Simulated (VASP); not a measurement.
Runs of VASP 6.6.1 on H. The structure is tetragonal, space group P4/mmm (No. 123). Conventional cell: a = 2.650 Å, b = 2.650 Å, c = 0.980 Å, α = 90.00°, β = 90.00°, γ = 90.00°. H (site symmetry 4/mmm) is surrounded by 2 H at 0.98 Å. 

```csv
task,level,potentials or basis,spin,cell,k mesh,cutoff (eV),smearing,optimiser,grid for exact exchange (PRECFOCK),exchange at q = 0,mesh quality,gap on the mesh (eV),pressure (GPa)
relaxation of cell and atoms,PBE+D3,"VASP PAW PBE potentials, release 64 (H_s)",off,relaxed from: cell strained at random at fixed volume,10 × 10 × 26,480,tetrahedron,BFGSLineSearch,-,-,not flagged,none,0.0
single point,PBEsol,"VASP PAW PBE potentials, release 64 (H_GW)",off,as given,10 × 10 × 26,550,gaussian 0.1 eV,-,-,-,not flagged,none,1.1
relaxation of the atoms,PBE+ULG,"VASP PAW PBE potentials, release 64 (H_s)","collinear, ferromagnetic start",atoms relaxed from: volume scaled by 0.88,10 × 10 × 26,400,fermi-dirac 0.05 eV,-,-,-,not flagged,none,6.6
optical spectrum,HF+D4,"VASP PAW PBE potentials, release 64 (H)",off,volume scaled by 1.25,5 × 5 × 13,520,gaussian 0.05 eV,-,Fast,truncated,coarse,none,(a)
```

Task: Fill in the values left out.

Result: (a) -9.6.

Caveats: some runs use coarse meshes; pairwise dispersion overbinds metals, which lowers pressure and volume (some runs); the PAW data sets were made with another functional, which shifts forces and pressure a little (some runs); tetrahedron occupations give inexact forces and stress in metals (some runs); the relaxation stopped at its first step, so nothing moved (some runs); atom-pairwise D2, TS and ULG terms overbind metals (some runs); spectra need much finer meshes, so this one isn't converged (some runs); these spectra lack excitons (some runs).

A gap of «none» marks a metal or a gap under the smearing width.
